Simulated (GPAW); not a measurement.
The system is Se.

```
Se
1.0
     4.36620    0.00000    0.00000
    -2.18310    3.78124    0.00000
     0.00000    0.00000    4.95360
Se
3
Direct
  0.77460 0.77460 0.00000
  0.00000 0.22540 0.66667
  0.22540 0.00000 0.33333
```

Base run:

- Program: GPAW 26.7.0
- Functional: LDA
- Potentials or basis: the program's PAW data sets (release 1.2.1) made for this functional
- Cutoff: 450 eV
- Basis: pw
- k mesh: 6 × 6 × 5
- Occupations: fermi-dirac, width 0.05 eV
- Spin: no spin polarisation

Its results: band gap on the k mesh 1.18 eV, indirect (least direct gap 1.41 eV); pressure -1.4 GPa; largest force 0.237 eV/Å.

**Question.** The run is repeated on the same cell with these changes: functional from LDA to PBE; potentials or basis from the program's PAW data sets (release 1.2.1) made for this functional to GPAW PAW data sets (gpaw-data 1.2.1). What comes out?

**Answer.** Band gap on the k mesh 1.31 eV, indirect (least direct gap 1.51 eV); pressure 2.7 GPa; largest force 0.418 eV/Å.

Caveats: the cutoff is short for stress and forces, so pressures can be off by a GPa or more; an odd mesh through Γ misses points on the zone boundary, where band edges often lie.
